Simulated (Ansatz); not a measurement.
Ideal shear of a crystal plane in WSe$_{2}$

All numbers below come from Ansatz, DFT PBEsol, scalar-relativistic, plane waves, PAW. Cutoff 420 eV, Γ-centred 9×9×2 k-points, Gaussian smearing of 0.05 eV. Spin–orbit coupling is left out, which can shift energies with elements as heavy as these. No spin polarisation. Energies are free energies at this smearing, counted from the undisturbed cell; pressure is positive in compression.

Zero of the scan (relaxed at this level):

```xyz
6
Lattice="-3.2712 0.0000 0.0000 -1.6356 -2.8329 0.0000 0.0000 0.0000 13.2207" Properties=species:S:1:pos:R:3 pbc="T T T"
W    -1.6356   -0.9443    9.9155
W    -3.2712   -1.8886    3.3052
Se   -1.6356   -0.9443    1.6312
Se   -3.2712   -1.8886    8.2416
Se   -1.6356   -0.9443    4.9791
Se   -3.2712   -1.8886   11.5894
```

The cell holds layers and no dispersion correction was added, so their binding is poorly described.

The cut lies on the cell's a–b face, a (0 0 1) plane (indices in the standard cell, whose axes needn't be the Cartesian ones shown) of area 9.27 Å², between layers 3.26 Å apart. Vector c is tilted by f times 1·a + 0·b (length 3.271 Å) with the atoms' Cartesian places fixed: one unrelaxed fault a cell. The traction is dγ/du, the slope of γ against the slip u in Å. Some rows repeat others by symmetry and weren't run.

| f | γ (mJ/m²) | traction (GPa) |
| --- | --- | --- |
| 0.0000 | 0 | 0.0 |
| 0.1000 | 11 | 0.6 |
| 0.2000 | 39 | 1.0 |
| 0.3000 | 75 | 1.1 |
| 0.4000 | 105 | 0.7 |
| 0.5000 | 117 | 0.0 |
| 0.6000 | 105 | -0.7 |
| 0.7000 | 75 | -1.1 |
| 0.8000 | 39 | -1.0 |
| 0.9000 | 11 | -0.6 |

Read off the first barrier and the stress needed to climb it, and compare with Frenkel's sinusoid.

The first sampled maximum lies at f = 0.500, a slip of 1.64 Å, with γ ≈ 117 mJ/m², which stands in for the unstable fault energy γ_us, and the steepest sampled slope before it is 1.1 GPa. A sinusoid γ = γ_us sin²(πu/λ) with its maximum there has λ = 3.27 Å and a largest slope πγ_us/λ = 1.1 GPa (1 mJ/m² per Å = 0.01 GPa). The stand-in is too high: the stress and forces give a traction of 1.5 GPa across the line at this point, so it is no saddle, and slip that bends off the line crosses lower.

Is there a metastable fault on this line?

Apart from points where γ returns to about zero, no local minimum shows among the samples, so at this sampling the line offers no fault for a dislocation to split on; a fault can still lie off the line.

The cut is rigid; relaxing the faces lowers these energies and usually the stresses.

Cost: 6 runs of about 2.9 core-minutes in all, on AMD EPYC 7R43 (Zen 3) (shared hosts).